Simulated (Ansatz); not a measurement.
Te2Mo:

```
Te Mo
1.0
     3.51820    0.00000    0.00000
    -1.75910    3.04685    0.00000
     0.00000    0.00000   13.97360
Te Mo
4 2
Cartesian
  1.7591 1.0156 5.2960
  0.0000 2.0312 12.2828
  1.7591 1.0156 1.6908
  0.0000 2.0312 8.6776
  1.7591 1.0156 10.4802
  0.0000 2.0312 3.4934
```

- Program: Ansatz 0.2.0
- Task: relaxation of cell and atoms
- Functional: PBEsol
- Dispersion: D3(BJ)
- Potentials or basis: Ansatz PAW
- Cutoff: 420 eV (not typed: the program's choice for these potentials)
- k mesh: 9 × 9 × 2
- Occupations: fermi-dirac, width 0.05 eV
- Spin: no spin polarisation

At the start: volume 24.96 Å³/atom.

How do energy, volume and symmetry change on relaxing?

It ends after 7 steps and the volume is 22.70 Å³/atom (-9.1 %); space group P6_3/mmc (No. 194, to 0.05 Å).

The path:
```tsv
step	energy change (eV)	largest force (eV/Å)	volume (Å³)
1	0.0000	0.0748	149.79
2	-0.0869	0.3095	130.57
3	-0.1988	0.1215	136.65
4	-0.2009	0.0120	136.58
5	-0.2012	0.0224	136.10
6	-0.2013	0.0001	136.21
7	-0.1987	0.0003	136.21
```

Final structure:
```cif
data_structure
_symmetry_space_group_name_H-M 'P 1'
_symmetry_Int_Tables_number 1
_cell_length_a 3.4341
_cell_length_b 3.4341
_cell_length_c 13.3362
_cell_angle_alpha 90.000
_cell_angle_beta 90.000
_cell_angle_gamma 120.000
_cell_volume 136.21
loop_
_atom_site_label
_atom_site_type_symbol
_atom_site_fract_x
_atom_site_fract_y
_atom_site_fract_z
_atom_site_occupancy
Te1 Te 0.66667 0.33333 0.38614 1
Te2 Te 0.33333 0.66667 0.88614 1
Te3 Te 0.66667 0.33333 0.11386 1
Te4 Te 0.33333 0.66667 0.61386 1
Mo1 Mo 0.66667 0.33333 0.75000 1
Mo2 Mo 0.33333 0.66667 0.25000 1
```

Caveat: the plane-wave basis is chosen anew once the cell has moved, so the energies of steps on either side of that aren't comparable; the PAW data sets come from PBE, with cores solved anew for the run's functional, which leaves a small shift of forces and pressure.
